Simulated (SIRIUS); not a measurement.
## TaN in SIRIUS: the effect of functional

TaN:

```xyz
2
Lattice="0.0000 2.2113 2.2113 2.2113 0.0000 2.2113 2.2113 2.2113 0.0000" Properties=species:S:1:pos:R:3 pbc="T T T"
Ta    2.2113    2.2113    2.2113
N     0.0000    0.0000    0.0000
```

The cell comes from a database or a generator and needn't be the stable form of this composition.

Alike in all runs:

| Property | Result |
| --- | --- |
| Program | SIRIUS 7.12.0 |
| Task | single point |
| Potentials or basis | PseudoDojo 0.4.1 PBE standard (scalar relativistic) |
| Cutoff | 1152 eV |
| Density cutoff | 4606 eV |
| k mesh | 10 × 10 × 10 |
| Occupations | fermi-dirac, width 0.05 eV |
| Spin | no spin polarisation |

| functional | pressure (GPa) |
| --- | --- |
| LDA | -14.8 |
| PBEsol | -10.0 |
| RPBE | 2.2 |
| revPBE | 1.1 |
| BLYP | 10.1 |
| PW91 | -1.3 |
| AM05 | ? |
| xPBE | 1.4 |
| HLE16 | -64.5 |
| SG4 | -10.6 |

Question: What does the run with functional AM05 give?

Answer: Pressure -11.5 GPa.

Caveats: the potentials were made for another functional, which shifts forces and pressure; the potentials were made for a functional far from this one (some runs); the cell as given lies far from equilibrium (some runs).

Runs at the PBE level aren't shown here.
